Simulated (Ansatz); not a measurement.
# Relaxing VH2

These are results of Ansatz, DFT r2SCAN, scalar-relativistic, plane waves, PAW, not measurements. Settings: 500 eV cutoff, 12×12×8 k-mesh, Gaussian smearing of 0.10 eV, no spin polarisation.

What was changed: biaxial strain in the a-b plane, c and atoms relaxed: -1.0 %.

Command:

```bash
ansatz run input.yaml --threads 1 --pin off --max-ram 2560MiB --backend cpu --events-out ev --progress --plain --runs-dir out
```

Input:

```yaml
crystal:
  lattice:
    - [2.072816817, 2.072816817, 0.0]
    - [-2.072816817, 2.072816817, 0.0]
    - [0.0, 0.0, 4.2126337736]
  atoms:
    - { symbol: V, position: [0.0, 0.0, 0.0] }
    - { symbol: V, position: [0.5, 0.5, 0.5] }
    - { symbol: H, position: [0.0, 0.5, 0.75] }
    - { symbol: H, position: [0.5, 0.0, 0.75] }
    - { symbol: H, position: [0.5, 0.0, 0.25] }
    - { symbol: H, position: [0.0, 0.5, 0.25] }
basis:
  ecutwfc: 500
kpoints:
  mp_grid: { grid: [12, 12, 8] }
hamiltonian:
  xc: r2scan
scf:
  occupations: { method: gaussian, width: 0.1 }
output:
  forces: true
  stress: true
  eigenvalues: true
  write_density: true
  write_potential: true
  elf: true
  volumetric_format: npy
relax:
  adjacent_minimum: "off"
  f_tol: 0.008
  max_steps: 40
  cell: { stress_tol: 0.015, fix: [a, b, gamma] }
```

F is the free energy. Steps run on the plane waves of an earlier cell, but the last one, and at times one on the way, on a freshly chosen basis, so a repeated geometry can differ a little in energy. The held parts of the cell keep their stress, so P needn't end at zero.

Steps:

```csv
step,F − F(1) (eV),largest force component (eV/Å),V (Å³/atom),P (GPa)
1,0.0000,0.000,6.033,2.70
2,-0.0001,0.000,6.046,2.28
3,-0.0001,0.000,6.044,2.35
4,-0.0001,0.000,6.044,2.35
```

Relaxed structure:

```cif
data_structure
_symmetry_space_group_name_H-M 'P 1'
_symmetry_Int_Tables_number 1
_cell_length_a 2.9314
_cell_length_b 2.9314
_cell_length_c 4.2203
_cell_angle_alpha 90.000
_cell_angle_beta 90.000
_cell_angle_gamma 90.000
_cell_volume 36.27
loop_
_atom_site_label
_atom_site_type_symbol
_atom_site_fract_x
_atom_site_fract_y
_atom_site_fract_z
_atom_site_occupancy
V1 V 0.00000 0.00000 0.00000 1
V2 V 0.50000 0.50000 0.50000 1
H1 H 0.00000 0.50000 0.75000 1
H2 H 0.50000 0.00000 0.75000 1
H3 H 0.50000 0.00000 0.25000 1
H4 H 0.00000 0.50000 0.25000 1
```

The structure is tetragonal, space group I4/mmm (No. 139). The conventional cell has a = 2.931 Å, b = 2.931 Å, c = 4.220 Å, α = 90.00°, β = 90.00°, γ = 90.00°. V (site symmetry 4/mmm) has 8 H at 1.81 Å as nearest neighbours. Around H (site symmetry -4m2) lie 4 V at 1.81 Å and 6 H at 2.07 to 2.11 Å.

The run converged. The run took 52 s on 1 thread of Arm Neoverse V2, with other jobs on the host, peak memory 0.48 GiB.